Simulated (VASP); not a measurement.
## Blue phosphorene and its bilayer

Aim: relax blue phosphorene, place its levels against the vacuum, then find how two sheets stack and bind.

Calculated with VASP 6.6.1; r2SCAN with rVV10; plane waves and PAW (P).

### Step 1. Starting point

The cell holds 2 atoms: 2 P. Cell: a = 3.280 Å, b = 3.280 Å, c = 22.000 Å, α = 90.0°, β = 90.0°, γ = 120.0°. Vacuum lies along c.

### Step 2. Relaxing the monolayer

The sheet's cell relaxes in its plane with the atoms, while the vacuum is kept.

The input, INCAR:

```
SYSTEM = P
PREC = Normal
ENCUT = 350
EDIFF = 1E-06
NELM = 120
ISMEAR = 0
SIGMA = 0.03
LREAL = .FALSE.
ALGO = Normal
METAGGA = R2SCAN
LUSE_VDW = .TRUE.
IVDW_NL = 2
BPARAM = 11.95
CPARAM = 0.0093
LASPH = .TRUE.
NBANDS = 11
LORBIT = 11
LWAVE = .FALSE.
LCHARG = .FALSE.
KPAR = 4
IBRION = 2
NSW = 50
ISIF = 3
EDIFFG = -0.015
POTIM = 0.4
IDIPOL = 3
LDIPOL = .TRUE.
DIPOL = 0.5 0.5 0.5
LATTICE_CONSTRAINTS = .TRUE. .TRUE. .FALSE.
```

The input, POSCAR:

```
P
1.0
    3.2800000000      0.0000000000      0.0000000000
   -1.6400000000      2.8405633244      0.0000000000
    0.0000000000      0.0000000000     22.0000000000
P
2
Direct
    0.3333333333      0.6666666667      0.4718181818
    0.6666666667      0.3333333333      0.5281818182
```

The input, KPOINTS:

```
Automatic mesh
0
Gamma
12 12 1
0 0 0
```

Potentials, in the order of the species: P (PBE family, release 64).

Run with:

```sh
> mpirun -np 4 vasp_std
```

What it wrote:

```text
[banner, memory and clock lines left out]
running    4 mpi-ranks, on    1 nodes
 distrk:  each k-point on    1 cores,    4 groups
 distr:  one band on    1 cores,    1 groups

 POSCAR found type information on POSCAR P
 POSCAR found :  1 types and       2 ions
|                                                                             |
|               ----> ADVICE to this user running VASP <----                  |
|                                                                             |
|     You have switched on vdW-DFT.                                           |
|     This routine was written and supplied by Jiri Klimes. We recommend      |
|     that you carefully read and cite the following publications:            |
|       J. Klimes, D.R. Bowler, A. Michelides                                 |
|          J. Phys.: Cond Matt. 22 022201 (2010)                              |
|       J. Klimes, D.R. Bowler, A. Michelides                                 |
|          Phys. Rev. B. 83, 195131 (2011)                                    |
|     and references therein.                                                 |
|                                                                             |

|                                                                             |
|               ----> ADVICE to this user running VASP <----                  |
|                                                                             |
|     You enforced a specific xc type in the INCAR file but a different       |
|     [... a line on the potential file left out ...]
|     I HOPE YOU KNOW WHAT YOU ARE DOING!                                     |
|                                                                             |

 LDA part: xc-table for (None), standard interpolation
 POSCAR, INCAR and KPOINTS ok, starting setup
 FFT: planning ... GRIDC
 FFT: planning ... GRID_SOFT
 FFT: planning ... GRID
 WAVECAR not read
 entering main loop
       N       E                     dE             d eps       ncg     rms          rms(c)
Total rVV10 correction in eV:      0.2957700    11.6131550
Total rVV10 correction in eV:      0.2957700    11.6131550
Total rVV10 correction in eV:      0.2957700    11.6131550
Total rVV10 correction in eV:      0.2957700    11.6131550
DAV:   1     0.439517840524E+02    0.43952E+02   -0.26897E+03   418   0.452E+02
DAV:   2    -0.150706782653E+02   -0.59022E+02   -0.54070E+02   676   0.960E+01
DAV:   3    -0.194407598260E+02   -0.43701E+01   -0.43545E+01   599   0.349E+01
DAV:   4    -0.194881895237E+02   -0.47430E-01   -0.47410E-01   607   0.408E+00
DAV:   5    -0.194886474106E+02   -0.45789E-03   -0.45787E-03   603   0.393E-01    0.759E+00
Total rVV10 correction in eV:      0.2986678    11.6140698
Total rVV10 correction in eV:      0.2986678    11.6140698
Total rVV10 correction in eV:      0.2986678    11.6140698
Total rVV10 correction in eV:      0.2986678    11.6140698
DAV:   6    -0.175361051177E+02    0.19525E+01   -0.18738E-01   528   0.305E+00    0.503E+00
Total rVV10 correction in eV:      0.3072210    11.6138695
Total rVV10 correction in eV:      0.3072210    11.6138695
Total rVV10 correction in eV:      0.3072210    11.6138695
Total rVV10 correction in eV:      0.3072210    11.6138695
DAV:   7    -0.175394878360E+02   -0.33827E-02   -0.10126E-01   552   0.197E+00    0.598E-01
Total rVV10 correction in eV:      0.3064612    11.6136627
Total rVV10 correction in eV:      0.3064612    11.6136627
Total rVV10 correction in eV:      0.3064612    11.6136627
Total rVV10 correction in eV:      0.3064612    11.6136627
DAV:   8    -0.175381603749E+02    0.13275E-02   -0.53901E-03   509   0.501E-01    0.168E-01
Total rVV10 correction in eV:      0.3067899    11.6136401
Total rVV10 correction in eV:      0.3067899    11.6136401
Total rVV10 correction in eV:      0.3067899    11.6136401
Total rVV10 correction in eV:      0.3067899    11.6136401
DAV:   9    -0.175386170123E+02   -0.45664E-03   -0.37750E-04   637   0.138E-01    0.907E-02
Total rVV10 correction in eV:      0.3068352    11.6135987
Total rVV10 correction in eV:      0.3068352    11.6135987
Total rVV10 correction in eV:      0.3068352    11.6135987
Total rVV10 correction in eV:      0.3068352    11.6135987
DAV:  10    -0.175389145600E+02   -0.29755E-03   -0.22159E-04   555   0.952E-02    0.135E-01
Total rVV10 correction in eV:      0.3073845    11.6135521
Total rVV10 correction in eV:      0.3073845    11.6135521
Total rVV10 correction in eV:      0.3073845    11.6135521
Total rVV10 correction in eV:      0.3073845    11.6135521
DAV:  11    -0.175391551274E+02   -0.24057E-03   -0.17176E-04   526   0.998E-02    0.780E-03
Total rVV10 correction in eV:      0.3074918    11.6134970
Total rVV10 correction in eV:      0.3074918    11.6134970
Total rVV10 correction in eV:      0.3074918    11.6134970
Total rVV10 correction in eV:      0.3074918    11.6134970
DAV:  12    -0.175392550815E+02   -0.99954E-04   -0.14391E-05   611   0.232E-02    0.491E-03
Total rVV10 correction in eV:      0.3076715    11.6134012
Total rVV10 correction in eV:      0.3076715    11.6134012
Total rVV10 correction in eV:      0.3076715    11.6134012
Total rVV10 correction in eV:      0.3076715    11.6134012
DAV:  13    -0.175393859095E+02   -0.13083E-03   -0.27891E-05   535   0.311E-02    0.512E-03
Total rVV10 correction in eV:      0.3077548    11.6132900
Total rVV10 correction in eV:      0.3077548    11.6132900
Total rVV10 correction in eV:      0.3077548    11.6132900
Total rVV10 correction in eV:      0.3077548    11.6132900
DAV:  14    -0.175394898952E+02   -0.10399E-03   -0.99853E-06   614   0.157E-02    0.403E-03
Total rVV10 correction in eV:      0.3077854    11.6132186
Total rVV10 correction in eV:      0.3077854    11.6132186
Total rVV10 correction in eV:      0.3077854    11.6132186
Total rVV10 correction in eV:      0.3077854    11.6132186
DAV:  15    -0.175395440833E+02   -0.54188E-04   -0.45447E-06   607   0.992E-03    0.137E-03
Total rVV10 correction in eV:      0.3077754    11.6131738
Total rVV10 correction in eV:      0.3077754    11.6131738
Total rVV10 correction in eV:      0.3077754    11.6131738
Total rVV10 correction in eV:      0.3077754    11.6131738
DAV:  16    -0.175395691545E+02   -0.25071E-04   -0.29316E-06   584   0.920E-03    0.266E-03
Total rVV10 correction in eV:      0.3077688    11.6131499
Total rVV10 correction in eV:      0.3077688    11.6131499
Total rVV10 correction in eV:      0.3077688    11.6131499
Total rVV10 correction in eV:      0.3077688    11.6131499
DAV:  17    -0.175395759448E+02   -0.67902E-05   -0.77082E-07   608   0.567E-03    0.492E-04
Total rVV10 correction in eV:      0.3077681    11.6131439
[...]
Total rVV10 correction in eV:      0.3077674    11.6131416
Total rVV10 correction in eV:      0.3077675    11.6131412
Total rVV10 correction in eV:      0.3077675    11.6131412
Total rVV10 correction in eV:      0.3077675    11.6131412
Total rVV10 correction in eV:      0.3077675    11.6131412
   1 F= -.17539578E+02 E0= -.17539578E+02  d E =-.175396E+02
 curvature:   0.00 expect dE= 0.000E+00 dE for cont linesearch  0.000E+00
 trial: gam= 0.00000 g(F)=  0.131E-01 g(S)=  0.893E-02 ort = 0.000E+00 (trialstep = 0.100E+01)
 search vector abs. value=  0.220E-01
 bond charge predicted
       N       E                     dE             d eps       ncg     rms          rms(c)
Total rVV10 correction in eV:      0.3078905    11.6131417
Total rVV10 correction in eV:      0.3078905    11.6131417
Total rVV10 correction in eV:      0.3078905    11.6131417
Total rVV10 correction in eV:      0.3078905    11.6131417
DAV:   1    -0.175418101246E+02   -0.22330E-02   -0.55259E-01   464   0.417E+00    0.726E-01
Total rVV10 correction in eV:      0.3073328    11.6132895
Total rVV10 correction in eV:      0.3073328    11.6132895
Total rVV10 correction in eV:      0.3073328    11.6132895
Total rVV10 correction in eV:      0.3073328    11.6132895
DAV:   2    -0.175456179223E+02   -0.38078E-02   -0.32373E-02   526   0.113E+00    0.475E-01
Total rVV10 correction in eV:      0.3067561    11.6132170
Total rVV10 correction in eV:      0.3067561    11.6132170
Total rVV10 correction in eV:      0.3067561    11.6132170
Total rVV10 correction in eV:      0.3067561    11.6132170
DAV:   3    -0.175450460987E+02    0.57182E-03   -0.13079E-03   618   0.250E-01    0.126E-01
Total rVV10 correction in eV:      0.3064897    11.6132092
Total rVV10 correction in eV:      0.3064897    11.6132092
Total rVV10 correction in eV:      0.3064897    11.6132092
Total rVV10 correction in eV:      0.3064897    11.6132092
DAV:   4    -0.175449881762E+02    0.57923E-04   -0.18608E-04   527   0.960E-02    0.322E-02
Total rVV10 correction in eV:      0.3063847    11.6132180
Total rVV10 correction in eV:      0.3063847    11.6132180
Total rVV10 correction in eV:      0.3063847    11.6132180
Total rVV10 correction in eV:      0.3063847    11.6132180
DAV:   5    -0.175450114244E+02   -0.23248E-04   -0.30049E-05   452   0.436E-02    0.115E-02
Total rVV10 correction in eV:      0.3063563    11.6132167
Total rVV10 correction in eV:      0.3063563    11.6132167
Total rVV10 correction in eV:      0.3063563    11.6132167
Total rVV10 correction in eV:      0.3063563    11.6132167
DAV:   6    -0.175450181068E+02   -0.66824E-05   -0.29227E-06   506   0.135E-02    0.668E-03
Total rVV10 correction in eV:      0.3063472    11.6132083
Total rVV10 correction in eV:      0.3063472    11.6132083
Total rVV10 correction in eV:      0.3063472    11.6132083
Total rVV10 correction in eV:      0.3063472    11.6132083
DAV:   7    -0.175450236468E+02   -0.55401E-05   -0.81122E-07   531   0.689E-03    0.192E-03
Total rVV10 correction in eV:      0.3063389    11.6131996
Total rVV10 correction in eV:      0.3063389    11.6131996
Total rVV10 correction in eV:      0.3063389    11.6131996
Total rVV10 correction in eV:      0.3063389    11.6131996
DAV:   8    -0.175450255743E+02   -0.19274E-05   -0.35666E-07   488   0.439E-03    0.505E-04
Total rVV10 correction in eV:      0.3063323    11.6131784
Total rVV10 correction in eV:      0.3063323    11.6131784
Total rVV10 correction in eV:      0.3063323    11.6131784
Total rVV10 correction in eV:      0.3063323    11.6131784
DAV:   9    -0.175450322491E+02   -0.66748E-05   -0.90178E-07   544   0.592E-03    0.568E-04
Total rVV10 correction in eV:      0.3063281    11.6131649
Total rVV10 correction in eV:      0.3063281    11.6131649
Total rVV10 correction in eV:      0.3063281    11.6131649
Total rVV10 correction in eV:      0.3063281    11.6131649
DAV:  10    -0.175450368965E+02   -0.46474E-05   -0.54007E-07   542   0.565E-03    0.857E-04
Total rVV10 correction in eV:      0.3063309    11.6131503
Total rVV10 correction in eV:      0.3063309    11.6131503
Total rVV10 correction in eV:      0.3063309    11.6131503
Total rVV10 correction in eV:      0.3063309    11.6131503
DAV:  11    -0.175450386175E+02   -0.17210E-05   -0.20840E-07   547   0.442E-03    0.501E-04
Total rVV10 correction in eV:      0.3063309    11.6131480
Total rVV10 correction in eV:      0.3063309    11.6131480
Total rVV10 correction in eV:      0.3063309    11.6131480
Total rVV10 correction in eV:      0.3063309    11.6131480
DAV:  12    -0.175450393208E+02   -0.70325E-06   -0.26531E-08   368   0.205E-03
Total rVV10 correction in eV:      0.3063324    11.6131410
Total rVV10 correction in eV:      0.3063324    11.6131410
Total rVV10 correction in eV:      0.3063324    11.6131410
Total rVV10 correction in eV:      0.3063324    11.6131410
Total rVV10 correction in eV:      0.3063315    11.6131447
Total rVV10 correction in eV:      0.3063315    11.6131447
Total rVV10 correction in eV:      0.3063315    11.6131447
Total rVV10 correction in eV:      0.3063315    11.6131447
   2 F= -.17545039E+02 E0= -.17545039E+02  d E =-.546161E-02
 trial-energy change:   -0.005462  1 .order   -0.005130   -0.022042    0.011781
 step:   0.6648(harm=  0.6517)  dis= 0.01057  next Energy=   -17.547001 (dE=-0.742E-02)
 bond charge predicted
       N       E                     dE             d eps       ncg     rms          rms(c)
Total rVV10 correction in eV:      0.3063011    11.6131453
Total rVV10 correction in eV:      0.3063011    11.6131453
Total rVV10 correction in eV:      0.3063011    11.6131453
Total rVV10 correction in eV:      0.3063011    11.6131453
DAV:   1    -0.175466100405E+02   -0.15714E-02   -0.61837E-02   454   0.139E+00    0.241E-01
Total rVV10 correction in eV:      0.3064821    11.6131838
Total rVV10 correction in eV:      0.3064821    11.6131838
Total rVV10 correction in eV:      0.3064821    11.6131838
Total rVV10 correction in eV:      0.3064821    11.6131838
DAV:   2    -0.175470832221E+02   -0.47318E-03   -0.38266E-03   509   0.396E-01    0.161E-01
Total rVV10 correction in eV:      0.3066591    11.6131608
Total rVV10 correction in eV:      0.3066591    11.6131608
Total rVV10 correction in eV:      0.3066591    11.6131608
Total rVV10 correction in eV:      0.3066591    11.6131608
DAV:   3    -0.175470183079E+02    0.64914E-04   -0.13885E-04   593   0.824E-02    0.528E-02
Total rVV10 correction in eV:      0.3067623    11.6131549
Total rVV10 correction in eV:      0.3067623    11.6131549
Total rVV10 correction in eV:      0.3067623    11.6131549
Total rVV10 correction in eV:      0.3067623    11.6131549
DAV:   4    -0.175469998051E+02    0.18503E-04   -0.28740E-05   441   0.377E-02    0.103E-02
Total rVV10 correction in eV:      0.3067878    11.6131542
Total rVV10 correction in eV:      0.3067878    11.6131542
Total rVV10 correction in eV:      0.3067878    11.6131542
Total rVV10 correction in eV:      0.3067878    11.6131542
DAV:   5    -0.175469967187E+02    0.30863E-05   -0.32801E-06   466   0.148E-02    0.352E-03
Total rVV10 correction in eV:      0.3068038    11.6131532
Total rVV10 correction in eV:      0.3068038    11.6131532
Total rVV10 correction in eV:      0.3068038    11.6131532
Total rVV10 correction in eV:      0.3068038    11.6131532
DAV:   6    -0.175469962778E+02    0.44091E-06   -0.75252E-07   448   0.721E-03
Total rVV10 correction in eV:      0.3068122    11.6131413
Total rVV10 correction in eV:      0.3068122    11.6131413
Total rVV10 correction in eV:      0.3068122    11.6131413
Total rVV10 correction in eV:      0.3068122    11.6131413
Total rVV10 correction in eV:      0.3068053    11.6131520
Total rVV10 correction in eV:      0.3068053    11.6131520
Total rVV10 correction in eV:      0.3068053    11.6131520
Total rVV10 correction in eV:      0.3068053    11.6131520
   3 F= -.17546996E+02 E0= -.17546996E+02  d E =-.741856E-02
 curvature:  -0.33 expect dE=-0.291E-05 dE for cont linesearch -0.259E-07
 trial: gam= 0.00231 g(F)=  0.447E-05 g(S)=  0.448E-05 ort =-0.419E-04 (trialstep = 0.933E+00)
 search vector abs. value=  0.887E-05
 reached required accuracy - stopping structural energy minimisation
```

The job ended after 74 s (4 MPI ranks of Intel Xeon 6975P-C (Granite Rapids), shared host; peak memory 1.1 GiB; 4.9 min of CPU time).

The logs omit lines about the potential files and the build; timing stands in the text.

From OUTCAR (step 2):

```text
ion  position               nearest neighbor table
   1  0.333  0.667  0.472-   2 2.26   2 2.26   2 2.26
   2  0.667  0.333  0.528-   1 2.26   1 2.26   1 2.26

  LATTYP: Found a hexagonal cell.
 ALAT       =     3.2800000000
 C/A-ratio  =     6.7073170732

 Subroutine GETGRP returns: Found 12 space group operations
 (whereof 12 operations were pure point group operations)

The static configuration has the point symmetry D_3d.

 Found     19 irreducible k-points:

   k-points           NKPTS =     19   k-points in BZ     NKDIM =     19   number of bands    NBANDS=     11

   dimension x,y,z NGX =    16 NGY =   16 NGZ =  108
   dimension x,y,z NGXF=    32 NGYF=   32 NGZF=  216

   ENCUT  =  350.0 eV  25.72 Ry    5.07 a.u.   5.00  5.00 33.56*2*pi/ulx,y,z

   NELECT =      10.0000    total number of electrons

 k-points in reciprocal lattice and weights: Automatic mesh
   0.00000000  0.00000000  0.00000000       0.007
   0.08333333  0.00000000  0.00000000       0.042
   0.16666667  0.00000000  0.00000000       0.042
   0.25000000  0.00000000  0.00000000       0.042
   0.33333333  0.00000000  0.00000000       0.042
   0.41666667  0.00000000  0.00000000       0.042
   0.50000000  0.00000000  0.00000000       0.021
   0.08333333  0.08333333  0.00000000       0.042
   0.16666667  0.08333333  0.00000000       0.083
[...]
0.33333333  0.25000000  0.00000000       0.083
   0.33333333  0.33333333  0.00000000       0.014

 dipolmoment           0.000000      0.000000     -0.000000 electrons x Angstroem

 average (electrostatic) potential at core
       1 -95.2486       2 -95.2486

 E-fermi :  -4.1237

 k-point     1 :       0.0000    0.0000    0.0000
  band No.  band energies     occupation
      1     -19.3050      2.00000
      2     -10.9321      2.00000
      3      -4.6864      2.00000
      4      -4.5253      2.00000
      5      -4.5253      2.00000
      6      -0.0950      0.00000
      7      -0.0950      0.00000
      8       0.0981      0.00000
      9       1.6307      0.00000
     10       2.1022      0.00000
    ...

 k-point     2 :       0.0833    0.0000    0.0000
  band No.  band energies     occupation
      1     -19.1855      2.00000
      2     -10.8487      2.00000
      3      -5.4335      2.00000
      4      -4.7901      2.00000
      5      -4.6176      2.00000
      6      -0.3708      0.00000
      7       0.2546      0.00000
      8       0.9543      0.00000
      9       1.7700      0.00000
     10       2.2240      0.00000
    ...

 k-point     3 :       0.1667    0.0000    0.0000
  band No.  band energies     occupation
      1     -18.8292      2.00000
      2     -10.6457      2.00000
      3      -7.1136      2.00000
      4      -5.3632      2.00000
      5      -4.4432      2.00000
      6      -1.0450      0.00000
      7       0.9702      0.00000
      8       1.9698      0.00000
      9       2.1743      0.00000
     10       2.6506      0.00000
    ...

  Total       -0.0107755     -0.0107755     -0.0033493      0.0000000      0.0000000     -0.0000000
  in kB       -0.0852758     -0.0852758     -0.0265061      0.0000000      0.0000000     -0.0000000
  external PRESSURE =      -0.0656859 kB  Pullay stress =       0.0000000 kB

  energy-cutoff  :      350.00
  volume of cell :      202.45
      direct lattice vectors                 reciprocal lattice vectors
     3.259757661  0.000000000  0.000000000     0.306771271  0.177114476  0.000000000
    -1.629878830  2.823032944  0.000000000     0.000000000  0.354228952  0.000000000
     0.000000000  0.000000000 22.000000000     0.000000000  0.000000000  0.045454545

 POSITION                                       TOTAL-FORCE (eV/Angst)
 -----------------------------------------------------------------------------------
     -0.00000      1.88202     10.39057         0.000000     -0.000000     -0.007607
      1.62988      0.94101     11.60943        -0.000000      0.000000      0.007607
 -----------------------------------------------------------------------------------
    total drift:                               -0.000000      0.000000      0.000000

  FREE ENERGIE OF THE ION-ELECTRON SYSTEM (eV)
  ---------------------------------------------------
  free  energy   TOTEN  =       -17.5469962778 eV

  energy  without entropy=      -17.5469962778  energy(sigma->0) =      -17.54699628

 reached required accuracy - stopping structural energy minimisation

 vacuum level on the upper side and lower side of the slab         2.217         2.217

 total charge
# of ion       s       p       d       tot
------------------------------------------
    1        1.084   1.379   0.000   2.463
    2        1.084   1.379   0.000   2.463
--------------------------------------------------
tot          2.168   2.758   0.000   4.926

[... 3 further parts left out ...]
```

CONTCAR:

```
P
   1.00000000000000
     3.2597576605235039    0.0000000000000000    0.0000000000000000
    -1.6298788302617520    2.8230329441815663    0.0000000000000000
     0.0000000000000000    0.0000000000000000   22.0000000000000000
  P
     2
Direct
     0.3333333332999970    0.6666666667000030    0.4722987933743488
     0.6666666667000030    0.3333333332999970    0.5277012066256511
```

The gap is read on the k-mesh alone, so it is an upper bound where the band edges lie off the mesh. The PAW data sets were made with PBE, which is usual practice but a small mismatch for other functionals. The run keeps the 12 symmetry operations of its start, so it cannot find a distortion of lower symmetry.

(Continued in part 2 of 8.)

[Lines on the potential files, build, host, timing and source positions are cut from VASP's logs without a mark.]

[Logs are printed without paths, hosts, clocks, repeated set-up lines and the standing remarks that a program may print on its own settings, such as how far it seeks lower states.]

[Hosts, paths, dates, database ids (printed as entryN), source tags and the programs' standing remarks are cut or masked in the printed files.]

[Runs that stopped without an error message from VASP are left out.]
